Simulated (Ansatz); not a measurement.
## Notes on ZnCu

```xyz
4
Lattice="2.9215 0.0076 -2.9722 0.0064 2.9733 -0.0011 2.9227 0.0053 2.9734" Properties=species:S:1:pos:R:3 pbc="T T T"
Cu    0.4625    2.7835    0.0204
Cu    3.1337    0.1804   -0.0544
Zn    1.6485    1.3964    1.3488
Zn    1.6019    1.6663   -1.3491
```

The numbers come from plane-wave PAW DFT (Ansatz): PBE, no spin polarisation, 420 eV, 4×6×4 Γ-centred k points, gaussian occupations (width 0.0847 eV). Nothing was relaxed.

(1) Is it stable against the elements?

(2) Is the cell too large or too small?

(3) Which atom feels the largest force, and which way?

(4) What do density and ELF say about some of the short contacts?

(5) Which element gives electrons and which takes them?

(6) Metal or insulator?

Origin: a strained cell with displaced atoms, so it need not be a known compound. Caveats: the k mesh is coarse if the cell is a metal; atoms or cell far from equilibrium.

Results:

(1) 0.17 eV an atom against the elements' usual phases (free molecules for gases, crystals otherwise, with no correction for O₂ or N₂), so at this geometry it isn't bound against them. Relaxing would lower it.

(2) The pressure is 11.8 GPa (compression positive), so with the atoms held at these fractions the cell would first expand; the forces are large, so a full relaxation may end otherwise. The principal stresses 3.6, 9.0, 22.9 GPa differ, so its shape would change too.

(3) The largest is on Cu1: 4.04 eV/Å, components (-3.23, 2.27, 0.84). It makes 150° with the line to a nearest neighbour, Zn4 at 2.10 Å, pointing away from it.

(4) Cu–Zn at 2.10 Å: least valence density 0.59 e/Å³ and ELF 0.25 there. Cu–Cu at 2.70 Å: least valence density 0.26 e/Å³ and ELF 0.27 there. These are pseudo-fields; inside the PAW spheres they differ from the all-electron ones.

(5) Bader charges in e: Zn +0.16, Cu -0.16. In the mean Zn gives up most and Cu takes most.

(6) It is a metal, with about 1.3 states/eV a cell as the mean within 0.25 eV of the Fermi level.
